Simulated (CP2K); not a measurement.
Runs of CP2K 2026.2 on HgTe. Symmetry: I-4m2, No. 119, tetragonal system. Conventional cell: a = 6.091 Å, b = 6.091 Å, c = 3.119 Å, α = 90.00°, β = 90.00°, γ = 90.00°. Around Hg (site symmetry -4m2) lie 2 Hg at 3.12 Å and 4 Te at 3.14 Å. Te (site symmetry -4m2) has 2 Te at 3.12 Å and 4 Hg at 3.14 Å as nearest neighbours. Measurements of this composition are mostly on another form, of space group No. 216.

```csv
task,level,potentials or basis,smearing,EPS_DEFAULT,NGRIDS,points a segment of the path (NPOINTS),bands added on the path,CUTOFF of the grids,gap on the mesh (eV),pressure (GPa)
band structure,SCAN,"POTENTIAL_UZH Hg GTH-SCAN-q12, Te GTH-SCAN-q6; TZVP-MOLOPT-SCAN-GTH basis",fermi-dirac 0.01 eV,1.0E-10,4,6,6,675 Ry,none,-1.0
band structure,r2SCAN,"POTENTIAL_UZH Hg GTH-SCAN-q12, Te GTH-SCAN-q6; TZVP-MOLOPT-SCAN-GTH basis",fermi-dirac 0.1 eV,1.0E-9,5,10,6,675 Ry,none,(a)
single point,LDA,"GTH_POTENTIALS Hg GTH-PADE-q12, Te GTH-PADE-q6; TZVP-MOLOPT-PBE-GTH basis",gaussian 0.1 eV,1.0E-10,5,-,-,450 Ry,none,-4.2
band structure,TASK,"POTENTIAL_UZH Hg GTH-SCAN-q12, Te GTH-SCAN-q6; TZVP-MOLOPT-SCAN-GTH basis",fermi-dirac 0.0259 eV,1.0E-9,4,8,2,675 Ry,none,1.9
```

Alike in all rows: no spin polarisation; cell as given; k mesh 10 × 10 × 10.

Task: Estimate the missing entries.

Result: (a) -1.2.

Caveats: the basis of atomic orbitals isn't converged, which shifts pressures, moduli and gaps; the potentials were made for another functional, which shifts forces and pressure (some runs).

A k mesh can miss the band edges, and the runs leave out spin-orbit coupling on Hg, Te.

A gap of «none» marks a metal or a gap under the smearing width.

Not every run made on this cell is shown here.
